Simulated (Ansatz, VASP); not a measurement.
## One calculation of B, two programs

The input INCAR:

```
PREC     = Accurate       # precision mode
ENCUT    = 600            # plane-wave cutoff, eV
EDIFF    = 1E-6           # SCF threshold, eV
ISMEAR   = 0              # smearing method
SIGMA    = 0.1            # smearing width, eV
LREAL    = False          # projectors in reciprocal space
LASPH    = True           # aspherical terms in the spheres
NELM     = 100            # most SCF steps
ALGO     = Normal         # electronic algorithm
ISIF     = 3              # what is computed and relaxed
LWAVE    = False          # write WAVECAR
LCHARG   = False          # write CHGCAR
GGA      = PE             # functional
IBRION   = 2              # ionic algorithm
NSW      = 90             # ionic steps
EDIFFG   = -0.04          # ionic threshold
```

The input KPOINTS:

```
Automatic mesh
0
Gamma
  10 6 6
```

The input POSCAR:

```
B
1.0
    1.8518601900      0.0000000000      0.0000000000
    0.0000000000      2.9388209000      0.0000000000
    0.0000000000      0.0000000000      3.1112576600
B
2
Direct
    0.0000000000      0.0000000000      0.5498235800
    0.5000000000      0.5000000000      0.4501764200
```

Input for Ansatz:

```yaml
crystal:
  lattice:
    - [1.85186019, 0.0, 0.0]
    - [0.0, 2.9388209, 0.0]
    - [0.0, 0.0, 3.11125766]
  atoms:
    - { symbol: B, position: [0.0, 0.0, 0.54982358] }
    - { symbol: B, position: [0.5, 0.5, 0.45017642] }
basis:
  ecutwfc: 420
kpoints:
  mp_grid: { grid: [10, 6, 6] }
hamiltonian:
  xc: pbe
scf:
  occupations: { method: gaussian, width: 0.1 }
  lower_state_search: "off"
output:
  forces: true
  stress: true
  eigenvalues: true
relax:
  adjacent_minimum: "off"
  f_tol: 0.04
  max_steps: 70
  cell: { stress_tol: 0.4 }
```

Alike in both runs: task relaxation of cell and atoms; functional PBE; k mesh 10 × 6 × 6; occupations gaussian, width 0.1 eV; no spin polarisation.

|  | VASP | Ansatz |
| --- | --- | --- |
| version | VASP 6.6.1 | Ansatz 0.2.0 |
| potentials or method | VASP PAW PBE potentials, release 64 (B) | scalar-relativistic, plane waves, PAW |
| plane-wave cutoff (eV) | 600 | 420 |
| valence electrons in the cell | 6 | 6 |

|  | VASP | Ansatz | Ansatz less VASP |
| --- | --- | --- | --- |
| gap on the k mesh at the Fermi level, each at its own relaxed structure (eV) | none | none | - |
| relaxed volume (Å³/atom) | 9.01 | 8.82 | -0.186 |
| relaxed cell length with the largest relative difference (Å) | 3.862 | 3.781 | -0.0816 |
| energy change over the relaxation (meV/atom) | -349 | -350 | -1.8 |

A gap of «none» marks a metal or a gap that the smearing closes.

Caveats: this functional lacks dispersion, which binds the layers, so the pressure and a relaxed spacing across them are unreliable.
